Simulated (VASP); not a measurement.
Wanted: the native input for a VASP 6.6.1 run.

| Item | Value |
| --- | --- |
| Task | relaxation of cell and atoms |
| Functional | PBE |
| Potentials or basis | VASP PAW PBE potentials, release 64 (Se) |
| Cutoff | 600 eV |
| k mesh | 15 × 15 × 13 |
| Occupations | gaussian, width 0.03 eV |
| Spin | no spin polarisation |
| Target pressure | 148 GPa |
| Further INCAR settings | ALGO = Normal; EDIFF = 1e-06; IBRION = 2; EDIFFG = -0.01; NSW = 90; ISIF = 3 |
| Target pressure | 148 GPa |

The structure of Se lies in POSCAR:

```
Se
1.0
    1.9250000000      1.1113992682      0.8816666667
   -1.9250000000      1.1113992682      0.8816666667
    0.0000000000     -2.2227985364      0.8816666667
Se
1
Direct
    0.0000000000      0.0000000000      0.0000000000
```

This isn't the form of Se at room conditions, which is trigonal, of chains.

One way to write it, as run:

INCAR

```
  PREC = Accurate
  ENCUT = 600
  EDIFF = 1E-6
  ISMEAR = 0
  SIGMA = 0.03
  LREAL = F
  LASPH = T
  NELM = 80
  ALGO = Normal
  ISIF = 3
  LWAVE = F
  LCHARG = F
  GGA = PE
  IBRION = 2
  NSW = 90
  EDIFFG = -0.01
  PSTRESS = 1480.0
```

KPOINTS

```
regular mesh
0
Gamma
  15 15 13
```

Potentials or basis: VASP PAW PBE potentials, release 64 (Se).

Command:

```sh
$ cat potpaw_PBE.64/Se/POTCAR > POTCAR
$ mpirun -np 1 vasp_std > vasp.out
```

Results of the run:

The relaxed volume is 11.51 Å³/atom and the relaxed cell is a = 2.470 Å, b = 2.470 Å, c = 2.470 Å, α = 109.67°, β = 109.67°, γ = 109.67°. The space group after relaxing (to 0.05 Å) is Im-3m (No. 229), the energy change on relaxing (the enthalpy is what falls) is -211.0 meV/atom and the ionic steps are 18. The pressure after relaxing is 148.0 GPa. The band gap on the k mesh is none (metal or under the smearing width).

Caveat: the cell is relaxed towards a set pressure, so the enthalpy falls and the energy may rise.

Run time: 3.3 min on 1 thread of Intel(R) Xeon(R) 6975P-C (Granite Rapids), with other jobs on the host, peak memory 0.19 GiB.
